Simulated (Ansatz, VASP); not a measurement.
**KTaO3: VASP beside Ansatz**

```xyz
5
Lattice="3.9883 0.0000 0.0000 0.0000 3.9883 0.0000 0.0000 0.0000 3.9883" Properties=species:S:1:pos:R:3 pbc="T T T"
K     1.9942    1.9942    1.9942
Ta    0.0000    0.0000    0.0000
O     1.9942    0.0000    0.0000
O     0.0000    1.9942    0.0000
O     0.0000    0.0000    1.9942
```

Alike in both runs: task single point; functional revPBE; k mesh 4 × 4 × 4; no spin polarisation.

|  | VASP | Ansatz |
| --- | --- | --- |
| version | VASP 6.6.1 | Ansatz 0.2.0 |
| potentials or method | VASP PAW PBE potentials, release 64 (K_sv, Ta_pv, O) | plane waves, PAW |
| plane-wave cutoff (eV) | 520 | 420 |
| occupations | gaussian, width 0.01 eV | fixed |
| valence electrons in the cell | 38 | 40 |

```csv
,VASP,Ansatz,Ansatz less VASP
gap on the k mesh at the Fermi level (eV),2.20,2.24,+0.048
pressure (GPa),9.3,8.7,-0.63
```

The two sets of potentials don't hold the same shells in valence. Ansatz warned: «stress_scf_threshold_loose».

Caveats: the PAW data sets were made with another functional, which shifts forces and pressure a little (VASP); spin-orbit coupling is left out, which moves the levels of the heavy elements. A k mesh can miss the band edges.
